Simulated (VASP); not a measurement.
Write the native input for VASP 6.6.1 that does the following.

```
Task                   : relaxation of cell and atoms
Functional             : rev-vdW-DF2
Potentials or basis    : VASP PAW PBE potentials, release 64 (S, Sn_d)
Cutoff                 : 600 eV
k mesh                 : 12 × 12 × 1
Occupations            : gaussian, width 0.03 eV
Spin                   : no spin polarisation
Further INCAR settings : ALGO = Normal; EDIFF = 1e-06; IBRION = 2; EDIFFG = -0.01; NSW = 90; ISIF = 3
```

The structure of SnS2 lies in POSCAR:

```
SnS2
1.0
    3.6390000000      0.0000000000      0.0000000000
   -1.8195000000      3.1514664400      0.0000000000
    0.0000000000      0.0000000000     26.8020000000
S Sn
4 2
Direct
    0.6666666700      0.3333333300      0.3357958400
    0.3333333300      0.6666666700      0.4452652800
    0.6666666700      0.3333333300      0.5547347200
    0.3333333300      0.6666666700      0.6642041600
    0.0000000000      0.0000000000      0.3905305600
    0.0000000000      0.0000000000      0.6094694400
```

These files were run (other wordings do the same):

INCAR

```
SYSTEM = SnS2
AGGAC = 0.0 ; ALGO = Normal
EDIFF = 1E-6 ; EDIFFG = -0.01
ENCUT = 600 ; GGA = MK
IBRION = 2 ; ISIF = 3
ISMEAR = 0 ; KPAR = 2
LASPH = .True. ; LATTICE_CONSTRAINTS = .TRUE. .TRUE. .FALSE.
LCHARG = .False. ; LREAL = .False.
LUSE_VDW = .True. ; LWAVE = .False.
NELM = 80 ; NSW = 90
PARAM1 = 0.1234 ; PARAM2 = 0.711357
PREC = Accurate ; SIGMA = 0.03
ZAB_VDW = -1.8867
```

KPOINTS

```
k-points
0
Gamma
  12 12 1
  0 0 0
```

Potentials or basis: VASP PAW PBE potentials, release 64 (S, Sn_d).

Launch:

```sh
$ cat potpaw_PBE.64/S/POTCAR potpaw_PBE.64/Sn_d/POTCAR > POTCAR
$ mpirun -np 2 vasp_std > vasp.out
```

It gave:

```json
{
  "Relaxed volume": "52.43 Å³/atom",
  "Relaxed cell": "a = 3.681 Å, b = 3.681 Å, c = 26.802 Å, α = 90.00°, β = 90.00°, γ = 120.00°",
  "Space group after relaxing (to 0.05 Å)": "P-3m1 (No. 164)",
  "Energy gained by relaxing": "6.6 meV/atom",
  "Ionic steps": "9",
  "Band gap on the k mesh": "1.42 eV, indirect (least direct gap 1.63 eV)"
}
```

Caveat: the PAW data sets were made with another functional, which shifts forces and pressure a little; spin-orbit coupling is left out, which moves the levels of the heavy elements.

Run time: 55 min on 2 MPI ranks on AMD EPYC 7R43 64-Core Processor (Zen 3), on a shared host, peak memory 1.4 GiB a rank.
